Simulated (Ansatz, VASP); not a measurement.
**Two plane-wave programs on NaF**

INCAR

```
SYSTEM = NaF
ALGO     = Normal         ! electronic algorithm
EDIFF    = 1E-6           ! SCF threshold, eV
ENCUT    = 520            ! plane-wave cutoff, eV
GGA      = PE             ! functional
ISIF     = 2              ! what is computed and relaxed
ISMEAR   = 0              ! smearing method
LASPH    = .True.         ! aspherical terms in the spheres
LCHARG   = .True.         ! write CHGCAR
LELF     = .True.         ! ELF
LREAL    = .False.        ! projectors in reciprocal space
LVHAR    = .True.       
LWAVE    = .False.        ! write WAVECAR
NBANDS   = 14             ! bands
NELM     = 100            ! most SCF steps
PREC     = Accurate       ! precision mode
SIGMA    = 0.02           ! smearing width, eV
```

KPOINTS

```
k-points
0
Gamma
  8 8 8
  0 0 0
```

Contents of POSCAR:

```
NaF
1.0
    0.0000000000      2.3958289315      2.3958289315
    2.3958289315      0.0000000000      2.3958289315
    2.3958289315      2.3958289315      0.0000000000
Na F
1 1
Direct
    0.0000000000      0.0000000000      0.0000000000
    0.5000000000      0.5000000000      0.5000000000
```

Input for Ansatz:

```yaml
crystal:
  lattice:
    - [0.0, 2.3958289315, 2.3958289315]
    - [2.3958289315, 0.0, 2.3958289315]
    - [2.3958289315, 2.3958289315, 0.0]
  atoms:
    - { symbol: Na, position: [0.0, 0.0, 0.0] }
    - { symbol: F, position: [0.5, 0.5, 0.5] }
basis:
  ecutwfc: 420
kpoints:
  mp_grid: { grid: [8, 8, 8] }
hamiltonian:
  xc: pbe
scf:
  occupations: { method: gaussian, width: 0.02 }
output:
  forces: true
  stress: true
  eigenvalues: true
```

Alike in both runs: task single point; functional PBE; k mesh 8 × 8 × 8; occupations gaussian, width 0.02 eV; no spin polarisation.

```csv
,VASP,Ansatz
version,VASP 6.6.1,Ansatz 0.2.0
potentials or method,"VASP PAW PBE potentials, release 64 (Na_pv, F)","scalar-relativistic, plane waves, PAW"
plane-wave cutoff (eV),520,420
valence electrons in the cell,14,16
```

|  | VASP | Ansatz | Ansatz less VASP |
| --- | --- | --- | --- |
| gap on the k mesh at the Fermi level (eV) | 5.79 | 5.80 | +0.014 |
| least direct gap on the mesh (eV) | 5.79 | 5.80 | +0.014 |
| pressure (GPa) | -2.4 | -2.3 | +0.17 |

The functional is the same, so the differences come from potentials, cutoffs and numerics. The two sets of potentials don't hold the same shells in valence.
